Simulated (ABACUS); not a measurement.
The system is SnTe.

```xyz
2
Lattice="0.0000 3.6111 3.6111 3.6111 0.0000 3.6111 3.6111 3.6111 0.0000" Properties=species:S:1:pos:R:3 pbc="T T T"
Te    1.8056    1.8056    1.8056
Sn    0.0000    0.0000    0.0000
```

Measurements of this composition are mostly on another form, of space group No. 225.

```yaml
Program: ABACUS 3.10.1
Task: single point
Functional: PBEsol
Potentials_or_basis: PseudoDojo NC SR 0.4.1 PBEsol standard
Cutoff: 1129 eV
Density_cutoff: 4517 eV
Basis: plane waves
k_mesh: 7 × 7 × 7
Occupations: fermi-dirac, width 0.05 eV
Spin: no spin polarisation
```

On this cell: pressure -1.4 GPa; largest force zero by symmetry; band gap on the k mesh 0.29 eV, indirect (least direct gap 0.79 eV).

The same run follows on a disturbed copy (atoms moved at random, drawn with an rms of 0.05 Å):

```xyz
2
Lattice="0.0000 3.6111 3.6111 3.6111 0.0000 3.6111 3.6111 3.6111 0.0000" Properties=species:S:1:pos:R:3 pbc="T T T"
Te    1.7987    1.7773    1.8345
Sn   -0.0433    0.0023    0.0114
```

Q: What does the disturbed cell give?

A: The energy moves by +1.5 meV/atom; pressure -1.3 GPa; largest force 0.118 eV/Å; band gap on the k mesh 0.26 eV, indirect (least direct gap 0.79 eV).

Forces on the atoms (eV/Å):
```
Te  -0.083  0.071 -0.043
Sn   0.083 -0.071  0.043
```

Stress tensor (GPa, compression positive):
```
-1.35 -0.10  0.17
-0.10 -1.35 -0.20
 0.17 -0.20 -1.35
```

Caveats: spin-orbit coupling is left out, which moves the levels of the heavy elements; an odd mesh through Γ misses points on the zone boundary, where band edges often lie.
